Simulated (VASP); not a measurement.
# Al (Fm-3m) in VASP: notebook

Runs on Al. Level: PBE. Tasks: single point.

Everything below comes from runs of VASP 6.6.1. Logs are shortened: lines on timing, memory, paths and dates and some standing lists are left out, and cuts for length are marked.

## Step 1: The undisturbed crystal

The structure is cubic, space group Fm-3m (No. 225). The conventional cell has a = 4.050 Å, b = 4.050 Å, c = 4.050 Å, α = 90.00°, β = 90.00°, γ = 90.00°. Around Al (site symmetry m-3m) lie 12 Al at 2.86 Å.

## Step 2: Single point, PBE (grid = ENCUT=280 dk=0.35 cell=3x3x3 ISMEAR=1 SIGMA=0.1 LREAL=Auto EDIFF=1e-06)

The input, INCAR:

```
SYSTEM = Al
PREC = Accurate ; ENCUT = 280
EDIFF = 1E-6 ; ISMEAR = 1
SIGMA = 0.1 ; LREAL = Auto
LASPH = .True. ; NELM = 120
ALGO = Fast ; ISIF = 2
LWAVE = .False. ; LCHARG = .False.
GGA = PE ; NBANDS = 68
```

The input, KPOINTS:

```
Automatic mesh
0
Gamma
  3 3 3
  0 0 0
```

The input, POSCAR:

```
Al
1.0
    0.0000000000      6.0744150000      6.0744150000
    6.0744150000      0.0000000000      6.0744150000
    6.0744150000      6.0744150000      0.0000000000
Al
27
Direct
    0.0000000000      0.0000000000      0.0000000000
    0.0000000000      0.0000000000      0.3333333333
    0.0000000000      0.0000000000      0.6666666667
    0.0000000000      0.3333333333      0.0000000000
    0.0000000000      0.3333333333      0.3333333333
    0.0000000000      0.3333333333      0.6666666667
    0.0000000000      0.6666666667      0.0000000000
    0.0000000000      0.6666666667      0.3333333333
    0.0000000000      0.6666666667      0.6666666667
    0.3333333333      0.0000000000      0.0000000000
    0.3333333333      0.0000000000      0.3333333333
    0.3333333333      0.0000000000      0.6666666667
    0.3333333333      0.3333333333      0.0000000000
    0.3333333333      0.3333333333      0.3333333333
    0.3333333333      0.3333333333      0.6666666667
    0.3333333333      0.6666666667      0.0000000000
    0.3333333333      0.6666666667      0.3333333333
    0.3333333333      0.6666666667      0.6666666667
    0.6666666667      0.0000000000      0.0000000000
    0.6666666667      0.0000000000      0.3333333333
    0.6666666667      0.0000000000      0.6666666667
    0.6666666667      0.3333333333      0.0000000000
    0.6666666667      0.3333333333      0.3333333333
    0.6666666667      0.3333333333      0.6666666667
    0.6666666667      0.6666666667      0.0000000000
    0.6666666667      0.6666666667      0.3333333333
    0.6666666667      0.6666666667      0.6666666667
```

Potentials or basis: VASP PAW PBE potentials, release 64 (Al).

Started as:

```bash
$ cat potpaw_PBE.64/Al/POTCAR > POTCAR
$ mpirun -np 1 vasp_std > vasp.out
```

OUTCAR:

```text
SYSTEM = Al
   PREC = Accurate
   ENCUT = 280
   EDIFF = 1E-6
   ISMEAR = 1
   LREAL = Auto
   LASPH = .True.
   NELM = 120
   ISIF = 2
   GGA = PE

 Found      4 irreducible k-points:

 Following reciprocal coordinates:
            Coordinates               Weight
  0.000000  0.000000  0.000000      1.000000
  0.333333  0.000000  0.000000      8.000000
  0.333333  0.333333  0.000000      6.000000
 -0.333333  0.333333  0.000000     12.000000
   k-points           NKPTS =      4   k-points in BZ     NKDIM =      4   number of bands    NBANDS=     68
   number of dos      NEDOS =    301   number of ions     NIONS =     27
   total plane-waves  NPLWV = 110592
   dimension x,y,z NGX =    48 NGY =   48 NGZ =   48
   dimension x,y,z NGXF=    96 NGYF=   96 NGZF=   96
   ions per type =              27
   NGX,Y,Z   is equivalent  to a cutoff of   9.29,  9.29,  9.29 a.u.
   NGXF,Y,Z  is equivalent  to a cutoff of  18.58, 18.58, 18.58 a.u.
 SYSTEM =  Al
   PREC   = accura    normal or accurate (medium, high low for compatibility)
   ISTART =      0    job   : 0-new  1-cont  2-samecut
   ICHARG =      2    charge: 1-file 2-atom 10-const
   ISPIN  =      1    spin polarized calculation?
   LNONCOLLINEAR =      F non collinear calculations
   LSORBIT =      F    spin-orbit coupling
   LASPH  =      T    aspherical Exc in radial PAW
   ENCUT  =  280.0 eV  20.58 Ry    4.54 a.u.  11.72 11.72 11.72*2*pi/ulx,y,z
   NELM   =    120;   NELMIN=  2; NELMDL= -5     # of ELM steps
   EDIFF  = 0.1E-05   stopping-criterion for ELM
   LREAL  =      T    real-space projection
   EDIFFG = 0.1E-04   stopping-criterion for IOM
   NSW    =      0    number of steps for IOM
   IBRION =     -1    ionic relax: 0-MD 1-quasi-New 2-CG
   NFREE  =      0    steps in history (QN), initial steepest desc. (CG)
   ISIF   =      2    stress and relaxation
   ISYM   =      2    0-nonsym 1-usesym 2-fastsym
   POTIM  = 0.5000    time-step for ionic-motion
   TEBEG  =    0.0;   TEEND  =   0.0 temperature during run
   PSTRESS=    0.0 pullay stress
   NELECT =      81.0000    total number of electrons
   NUPDOWN=      -1.0000    fix difference up-down
   EMIN   =  10.00;   EMAX   =-10.00  energy-range for DOS
   EFERMI =   0.00;   METHOD = LEGACY
   ISMEAR =     1;   SIGMA  =   0.10  broadening in eV -4-tet -1-fermi 0-gaus
   EFERMI_NEDOS =   21; number of points for ismear=-14 and -15
   IALGO  =     68    algorithm
   IMIX   =      4    mixing-type and parameters
     AMIX     =   0.40;   BMIX     =  1.00
     AMIX_MAG =   1.60;   BMIX_MAG =  1.00
  volume/ion in A,a.u.               =      16.60       112.04
  Fermi-wavevector in a.u.,A,eV,Ry     =   0.925526  1.748991 11.654733  0.856599
  Thomas-Fermi vector in A             =   2.051390
   LORBIT       =      0    0 simple, 1 ext, 2 COOP (PROOUT), +10 PAW based schemes
   GGA     = PE    functional components
   LHFCALC =     F    Hartree Fock is set to
   AEXX    =    0.0000 exact exchange contribution
   IVDW    =     0    specifies the selected vdW correction
   LEPSILON=     F    determine dielectric tensor
   LRPA    =     F    only Hartree local field effects (RPA)
 non-spin polarized calculation
 RMM-DIIS sequential band-by-band and
 Methfessel and Paxton  Order N= 1 SIGMA  =   0.10
  energy-cutoff  :      280.00
  volume of cell :      448.27
 maximum number of plane-waves:      4778
   NGX = 23   NGY = 23   NGZ = 23

 number of electron      80.9999993 magnetization

 Free energy of the ion-electron system (eV)
  ---------------------------------------------------
  ext. energy  EPLUGINS =         0.00000000
  ---------------------------------------------------
  free energy    TOTEN  =      -100.18658377 eV

  energy without entropy =     -100.15331579  energy(sigma->0) =     -100.17549445

 E-fermi :   7.9233     XC(G=0): -10.1732

 val. band max:        7.8040372218   @ k =   0.3333   0.3333   0.0000
 cond. band min:       7.9487404033   @ k =  -0.3333   0.3333   0.0000
 fundamental gap:      0.1447031816
 Fermi energy:         7.9232585145

 k-point     1 :       0.0000    0.0000    0.0000
  band No.  band energies     occupation
      1      -3.1541      2.00000
      2      -0.1754      2.00000
      3      -0.1754      2.00000
      4      -0.1754      2.00000
      5      -0.1754      2.00000
      6      -0.1754      2.00000
[... 44 lines left out ...]
     51       8.3261     -0.00000
     52       8.4346     -0.00000

 k-point     2 :       0.3333    0.0000    0.0000
  band No.  band energies     occupation
      1      -2.8201      2.00000
      2      -1.8227      2.00000
      3      -0.5034      2.00000
      4      -0.5034      2.00000
      5      -0.5034      2.00000
      6      -0.1759      2.00000
[... 44 lines left out ...]
     51       9.9150     -0.00000
     52       9.9150     -0.00000

 k-point     3 :       0.3333    0.3333    0.0000
  band No.  band energies     occupation
      1      -2.7089      2.00000
      2      -1.3815      2.00000
      3      -1.0515      2.00000
      4      -1.0515      2.00000
      5      -1.0515      2.00000
      6      -1.0515      2.00000
[... 44 lines left out ...]
     51       9.9929      0.00000
     52       9.9929      0.00000

 k-point     4 :      -0.3333    0.3333    0.0000
  band No.  band energies     occupation
      1      -2.2652      2.00000
      2      -1.9332      2.00000
      3      -1.9332      2.00000
      4      -0.9418      2.00000
      5      -0.9418      2.00000
      6       0.3694      2.00000
[... 44 lines left out ...]
     51       9.7589     -0.00000
     52       9.7589     -0.00000
 [bands above 52 left out]

------------------------ aborting loop because EDIFF is reached ----------------------------------------

  FORCE on cell =-STRESS in cart. coord.  units (eV):
  Direction    XX          YY          ZZ          XY          YZ          ZX
  --------------------------------------------------------------------------------------
  -------------------------------------------------------------------------------------
  Total       -0.6096745     -0.6096745     -0.6096745     -0.0000000     -0.0000000      0.0000000
  in kB       -2.1790400     -2.1790400     -2.1790400     -0.0000000     -0.0000000      0.0000000
  external PRESSURE =      -2.1790400 kB  Pullay stress =       0.0000000 kB

 VOLUME and BASIS-vectors are now :
 -----------------------------------------------------------------------------
  energy-cutoff  :      280.00
  volume of cell :      448.27
      direct lattice vectors                 reciprocal lattice vectors
     0.000000000  6.074415000  6.074415000    -0.082312453  0.082312453  0.082312453
     6.074415000  0.000000000  6.074415000     0.082312453 -0.082312453  0.082312453
     6.074415000  6.074415000  0.000000000     0.082312453  0.082312453 -0.082312453

 POSITION                                       TOTAL-FORCE (eV/Angst)
 -----------------------------------------------------------------------------------
      0.00000      0.00000      0.00000        -0.000000     -0.000000     -0.000000
      2.02480      2.02480      0.00000         0.000000      0.000000      0.000000
      4.04961      4.04961      0.00000        -0.000000     -0.000000     -0.000000
      2.02480      0.00000      2.02480        -0.000000     -0.000000     -0.000000
      4.04961      2.02480      2.02480         0.000000     -0.000000     -0.000000
      6.07442      4.04961      2.02480        -0.000000      0.000000     -0.000000
[... 19 lines left out ...]
      6.07442      6.07442      8.09922         0.000000     -0.000000     -0.000000
      8.09922      8.09922      8.09922         0.000000      0.000000      0.000000
 -----------------------------------------------------------------------------------
    total drift:                               -0.000000     -0.000000     -0.000000

  FREE ENERGIE OF THE ION-ELECTRON SYSTEM (eV)
  ---------------------------------------------------
  free  energy   TOTEN  =      -100.1865837742 eV

  energy  without entropy=     -100.1533157914  energy(sigma->0) =     -100.17549445
```

Run time: 1.9 min. Hardware: 1 thread of Intel Xeon Platinum 8488C (Sapphire Rapids), shared host; peak memory 0.31 GiB.

The run converged, but some of its settings lie outside the range that counts as converged, so its numbers aren't taken as properties of the crystal.

What came out:

| Item | Value |
| --- | --- |
| Free energy | -100.1866 eV |
| Pressure | -0.2 GPa |
| Band gap on the k mesh | none (metal or under the smearing width) |

Caveat: the cutoff is under 1.25 times the usual one of these potentials, so pressure, stress and relaxed cells hold a basis-set (Pulay) error.

## Step 3: Single point, PBE (grid = ENCUT=340 dk=0.35 cell=3x3x3 ISMEAR=1 SIGMA=0.1 LREAL=Auto EDIFF=1e-06)

Changes to INCAR since step 2:

```diff
@@ -1,3 +1,3 @@
 SYSTEM = Al
-PREC = Accurate ; ENCUT = 280
+PREC = Accurate ; ENCUT = 340
 EDIFF = 1E-6 ; ISMEAR = 1
```

KPOINTS is that of step 2.

POSCAR is that of step 2.

Potentials or basis: VASP PAW PBE potentials, release 64 (Al).

Started as:

```bash
$ cat potpaw_PBE.64/Al/POTCAR > POTCAR
$ mpirun -np 1 vasp_std > vasp.out
```

Wall time 2.9 min (1 thread of Intel Xeon Platinum 8488C (Sapphire Rapids), shared host); peak memory 0.37 GiB.

These settings aren't checked as converged: the numbers below hold their error.

What came out:

- Free energy: -100.2855 eV
- Pressure: -0.2 GPa
- Band gap on the k mesh: none (metal or under the smearing width)

## Step 4: The reference run

An earlier run on the cell as given: functional PBE; potentials or basis VASP PAW PBE potentials, release 64 (Al); cutoff 520 eV; k mesh 11 × 11 × 11; occupations fermi-dirac, width 0.05 eV; no spin polarisation.

* Pressure: -0.5 GPa
* Band gap on the k mesh: none (metal or under the smearing width)
